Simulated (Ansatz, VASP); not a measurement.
This is a calculation of SiC (Moissanite 3C) for Ansatz 0.2.0.

File input.yaml:

```yaml
crystal:
  lattice:
    - [0.0, 2.179, 2.179]
    - [2.179, 0.0, 2.179]
    - [2.179, 2.179, 0.0]
  atoms:
    - { symbol: Si, position: [0.0, 0.0, 0.0] }
    - { symbol: C, position: [0.75, 0.75, 0.75] }
hamiltonian:
  xc: hf
  pseudopotentials: { kind: paw }
kpoints:
  mp_grid: { grid: [5, 5, 5] }
  band_path:
    path:
      - [[0.0, 0.0, 0.0], [0.5, 0.0, 0.5], [0.5, 0.25, 0.75], [0.375, 0.375, 0.75], [0.0, 0.0, 0.0], [0.5, 0.5, 0.5], [0.625, 0.25, 0.625], [0.5, 0.25, 0.75], [0.5, 0.5, 0.5], [0.375, 0.375, 0.75]]
      - [[0.625, 0.25, 0.625], [0.5, 0.0, 0.5]]
    npoints: 4
scf:
  occupations: { method: fermi_dirac, width: 0.05 }
  n_extra_bands: 6
output:
  forces: true
  stress: true
  eigenvalues: true
  fatbands: false
```

Potentials or basis: Ansatz PAW.

Launch:

```sh
$ ansatz run input.yaml --threads 2 --pin off --max-ram 5632MiB --backend cpu --events-out ev --progress --plain --runs-dir out
```

Question: Set up the same calculation for VASP 6.6.1. Potentials there: VASP PAW PBE potentials, release 64 (Si, C).

Answer: As run (the cutoff follows the program's own potentials):

File POSCAR:

```
SiC
1.0
    0.0000000000      2.1790000000      2.1790000000
    2.1790000000      0.0000000000      2.1790000000
    2.1790000000      2.1790000000      0.0000000000
Si C
1 1
Direct
    0.0000000000      0.0000000000      0.0000000000
    0.7500000000      0.7500000000      0.7500000000
```

File INCAR.step1:

```
ALGO = Normal
EDIFF = 1E-5
ENCUT = 520
GGA = PE
ISIF = 2
ISMEAR = -1
LASPH = T
LCHARG = F
LREAL = F
LWAVE = T
NBANDS = 11
NELM = 80
PREC = Accurate
SIGMA = 0.05
```

INCAR.step2

```
AEXX = 1.0
AGGAC = 0.0
ALDAC = 0.0
ALGO = Normal
EDIFF = 1E-7
ENCUT = 520
GGA = PE
HFRCUT = -1
ISIF = 2
ISMEAR = -1
ISTART = 1
LASPH = T
LCHARG = F
LHFCALC = T
LREAL = F
LWAVE = F
NBANDS = 11
NELM = 80
PREC = Accurate
PRECFOCK = Normal
SIGMA = 0.05
```

The input KPOINTS:

```
k-points
0
Gamma
  5 5 5
```

Contents of KPOINTS_OPT:

```
path GXWKGLUWLK,UX
10
line-mode
reciprocal
 0.0000000000  0.0000000000  0.0000000000  G
 0.5000000000  0.0000000000  0.5000000000  X

 0.5000000000  0.0000000000  0.5000000000  X
 0.5000000000  0.2500000000  0.7500000000  W

 0.5000000000  0.2500000000  0.7500000000  W
 0.3750000000  0.3750000000  0.7500000000  K

 0.3750000000  0.3750000000  0.7500000000  K
 0.0000000000  0.0000000000  0.0000000000  G

 0.0000000000  0.0000000000  0.0000000000  G
 0.5000000000  0.5000000000  0.5000000000  L

 0.5000000000  0.5000000000  0.5000000000  L
 0.6250000000  0.2500000000  0.6250000000  U

 0.6250000000  0.2500000000  0.6250000000  U
 0.5000000000  0.2500000000  0.7500000000  W

 0.5000000000  0.2500000000  0.7500000000  W
 0.5000000000  0.5000000000  0.5000000000  L

 0.5000000000  0.5000000000  0.5000000000  L
 0.3750000000  0.3750000000  0.7500000000  K

 0.6250000000  0.2500000000  0.6250000000  U
 0.5000000000  0.0000000000  0.5000000000  X
```

Potentials or basis: VASP PAW PBE potentials, release 64 (Si, C).

The run is started by

```sh
$ cat potpaw_PBE.64/Si/POTCAR potpaw_PBE.64/C/POTCAR > POTCAR
$ cp INCAR.step1 INCAR
$ mpirun -np 1 vasp_std > vasp.out
$ cp INCAR.step2 INCAR
$ mpirun -np 1 vasp_std > vasp.out
```

Both were run:

|  | VASP | Ansatz | Ansatz less VASP |
| --- | --- | --- | --- |
| gap on the k mesh at the Fermi level (eV) | 9.37 | 9.30 | -0.064 |
| least direct gap on the mesh (eV) | 13.40 | 13.30 | -0.106 |
| gap along the band path (eV) | 8.79 | 8.72 | -0.072 |
| pressure (GPa) | 0.2 | 1.5 | +1.31 |

Caveats: the k mesh is coarse (spacing up to 0.50 Å⁻¹), so the values aren't converged, least of all with exact exchange; the PAW data sets were made with another functional, which shifts forces and pressure a little (VASP); the PAW data sets come from PBE, with cores solved anew for the run's functional, which leaves a small shift of forces and pressure (Ansatz); the thresholds are loose for stress (Ansatz).
